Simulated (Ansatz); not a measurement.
# TiAl3 under changes of volume

One of the cells (15.634 Å³/atom); the others are scaled copies at fixed shape and fractional positions:

```
Ti Al
1.0
    -1.91111    1.91111    4.28067
     1.91111   -1.91111    4.28067
     1.91111    1.91111   -4.28067
Ti Al
1 3
Direct
  0.00000 0.00000 0.00000
  0.25000 0.75000 0.50000
  0.75000 0.25000 0.50000
  0.50000 0.50000 0.00000
```

The cell comes from a database or a generator and needn't be the stable form of this composition.

* Program: Ansatz 0.2.0
* Functional: LDA
* Potentials or basis: all-electron LAPW, scalar-relativistic
* Cutoff: 196 eV (chosen from the basis error)
* Basis error allowed: 0.002 eV/atom
* k mesh: 10 × 10 × 10
* Occupations: fermi-dirac, width 0.05 eV
* Spin: no spin polarisation

| volume (Å³/atom) | energy over the lowest point (meV/atom) | pressure (GPa) |
| --- | --- | --- |
| 14.696 | ? | ? |
| 15.009 | 0.00 | 1.0 |
| 15.322 | 0.44 | -1.4 |
| 15.634 | 5.31 | -3.5 |
| 15.947 | 14.16 | -5.5 |
| 16.260 | 26.59 | -7.2 |
| 16.572 | 42.25 | -8.8 |

Question: What does the run at 14.696 Å³/atom give?

Answer: Energy over the lowest point 4.50 meV/atom; pressure 3.7 GPa.

Worked out: A Birch-Murnaghan fit of order 3 (a polynomial in V^(-2/3)) to the other rows has its minimum at 15.13 Å³/atom with B0 = V·E''(V) = 116 GPa and B' = 4.0 at fixed shape and positions, which overstates the stiffness. It gives 4.44 meV/atom at 14.696 Å³/atom, against the run's 4.50, and -dE/dV = 3.6 GPa, against 3.7.

Energies are extrapolated to zero smearing.
